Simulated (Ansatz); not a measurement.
ZrS2:

```xyz
3
Lattice="3.6914 0.0000 0.0000 -1.8457 3.1968 0.0000 0.0000 0.0000 6.0411" Properties=species:S:1:pos:R:3 pbc="T T T"
Zr    0.0000    0.0000    0.0000
S     0.0000    2.1312    1.4372
S     1.8457    1.0656    4.6038
```

The cell is a database's computed one.

Base run:

- Program: Ansatz 0.2.0
- Functional: revPBE
- Potentials or basis: Ansatz PAW
- Cutoff: 420 eV (not typed: the program's choice for these potentials)
- k mesh: 5 × 5 × 3
- Occupations: fermi-dirac, width 0.05 eV
- Spin: no spin polarisation

Its results: band gap on the k mesh 1.19 eV, indirect (least direct gap 1.65 eV); pressure 2.2 GPa; largest force 0.085 eV/Å.

The run is repeated on the same cell with these changes: functional from revPBE to BLYP. What comes out?

Band gap on the k mesh 1.18 eV, indirect (least direct gap 1.62 eV); pressure 4.3 GPa; largest force 0.262 eV/Å.

Caveats: odd divisions of the mesh miss points on the zone boundary, where band edges often lie, so the gap on the mesh can be too wide; this functional lacks dispersion, which binds the layers, so the pressure and a relaxed spacing across them are unreliable; the PAW data sets come from PBE, with cores solved anew for the run's functional, which leaves a small shift of forces and pressure; the density of states is complete only up to the lowest level of the last band computed.

A k mesh can miss the band edges.
